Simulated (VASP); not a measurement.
Input of a VASP 6.6.1 run:

The input INCAR:

```
SYSTEM = BP
PREC = Accurate
ENCUT = 600
EDIFF = 1E-7
ISMEAR = 0
SIGMA = 0.03
LREAL = .False.
LASPH = .True.
NELM = 120
ALGO = Normal
ISIF = 3
LWAVE = .False.
LCHARG = .False.
GGA = PE
IVDW = 12
IBRION = 2
NSW = 60
EDIFFG = -0.005
LATTICE_CONSTRAINTS = .TRUE. .TRUE. .FALSE.
KPAR = 4
```

File KPOINTS:

```
regular mesh
0
Gamma
  12 12 1
  0 0 0
```

File POSCAR:

```
BP
1.0
    3.2000000000      0.0000000000      0.0000000000
   -1.6000000000      2.7712812900      0.0000000000
    0.0000000000      0.0000000000     16.0000000000
B P
1 1
Direct
    0.3333330000      0.6666670000      0.5000000000
    0.6666670000      0.3333330000      0.5000000000
```

Potentials or basis: VASP PAW PBE potentials, release 64 (B, P).

Command:

```bash
$ cat potpaw_PBE.64/B/POTCAR potpaw_PBE.64/P/POTCAR > POTCAR
$ mpirun -np 4 vasp_std > vasp.out
```

Estimate the space group after relaxing (to 0.05 Å).

P-6m2 (No. 187).

Estimate the relaxed cell.

a = 3.204 Å, b = 3.204 Å, c = 16.000 Å, α = 90.00°, β = 90.00°, γ = 120.00°.

What does it give for the dispersion energy per atom?

-0.129 eV.

Estimate the relaxed volume.

71.13 Å³/atom.

The path:
```
step  energy change (eV)  largest force (eV/Å)  pressure (GPa)  volume (Å³)
   1              0.0000                0.0000            0.10       141.89
   2              0.0002                0.0000           -0.16       142.82
   3             -0.0002                0.0000            0.00       142.25
```
